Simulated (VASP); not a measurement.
# Al: relaxation of cell and atoms with PBEsol

Al:

```
CELL_PARAMETERS angstrom
0.00000 2.00782 2.00782
2.00782 0.00000 2.00782
2.00782 2.00782 0.00000
ATOMIC_POSITIONS crystal
Al 0.00000 0.00000 0.00000
```

- Program: VASP 6.6.1
- Task: relaxation of cell and atoms
- Functional: PBEsol
- Potentials or basis: VASP PAW PBE potentials, release 64 (Al)
- Cutoff: 600 eV
- k mesh: 16 × 16 × 16
- Occupations: methfessel-paxton, width 0.1 eV
- Spin: no spin polarisation
- Further INCAR settings: ALGO = Normal; EDIFF = 1e-07; IBRION = 2; EDIFFG = -0.005; NSW = 90; ISIF = 3

- Pressure after relaxing: 0.0 GPa
- Band gap on the k mesh: none (metal or under the smearing width)

Final structure:
```xyz
1
Lattice="0.0000 2.0078 2.0078 2.0078 0.0000 2.0078 2.0078 2.0078 0.0000" Properties=species:S:1:pos:R:3 pbc="T T T"
Al    0.0000    0.0000    0.0000
```

Levels at points of the mesh, in eV from the Fermi level:
```
           k point  band 1  band 2  band 3  band 4
(0.00, 0.00, 0.00)  -11.30   12.67   12.67   12.67
(0.50, 0.00, 0.00)   -4.70   -4.44   11.49   11.49
(0.50, 0.50, 0.00)   -3.00   -1.65    5.22    5.64
```

Wall time 3.9 s on 1 thread of Intel(R) Xeon(R) 6975P-C (Granite Rapids), with other jobs on the host, peak memory 0.13 GiB.

Caveat: the relaxation stopped at its first step, so nothing moved; the PAW data sets were made with another functional, which shifts forces and pressure a little.
